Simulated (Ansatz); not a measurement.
The system is HfN.

```
Hf N
1.0
     0.00000    2.25600    2.25600
     2.25600    0.00000    2.25600
     2.25600    2.25600    0.00000
Hf N
1 1
Cartesian
  0.0000 0.0000 0.0000
  2.2560 2.2560 2.2560
```

Base run:

| Quantity | Value |
| --- | --- |
| Program | Ansatz 0.2.0 |
| Functional | BLYP |
| Potentials or basis | all-electron LAPW, scalar-relativistic |
| Cutoff | 344 eV |
| Density cutoff | 1374 eV |
| Basis error allowed | 0.001 eV/atom |
| k mesh | 10 × 10 × 10 |
| Occupations | fermi-dirac, width 0.05 eV |
| Spin | no spin polarisation |

Its results: pressure 15.5 GPa.

The run is repeated on the same cell with these changes: functional from BLYP to RPBE. What comes out?

Pressure 11.3 GPa.

Not every run made on this cell is shown here.
